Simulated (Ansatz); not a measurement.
Here is an Ansatz 0.2.0 calculation.

input.yaml

```yaml
crystal:
  lattice:
    - [0.0, 3.2333428, 3.2333428]
    - [3.2333428, 0.0, 3.2333428]
    - [3.2333428, 3.2333428, 0.0]
  atoms:
    - { symbol: Sn, position: [0.720438, 0.74576, 0.761774], spin: 0.5 }
    - { symbol: Sn, position: [0.499049, 0.50689, 0.490895], spin: 0.5 }
kpoints:
  mp_grid: { grid: [7, 7, 7] }
scf:
  occupations: { method: methfessel_paxton, width: 0.05 }
hamiltonian:
  xc: rpbe
  dispersion: d4
  pseudopotentials: { kind: all_electron, lapw: { basis_error: 0.0005 } }
magnetization:
  spin_polarized: true
output:
  forces: true
  stress: true
  eigenvalues: true
  populations: true
```

Potentials or basis: all-electron LAPW, scalar-relativistic.

Command:

```sh
$ ansatz run input.yaml --threads 1 --pin off --max-ram 2560MiB --backend cpu --events-out ev --progress --plain --runs-dir out
```

(1) Estimate the largest force.

(2) Estimate the absolute moment.

(3) Estimate the pressure.

(4) Estimate the band gap on the k mesh.

## Answers

(1) 1.068 eV/Å.

(2) 0.00 μB per cell.

(3) 2.3 GPa.

(4) none (metal or under the smearing width).

Caveat: pairwise dispersion overbinds metals, which lowers pressure and volume; the starting moments weren't kept.
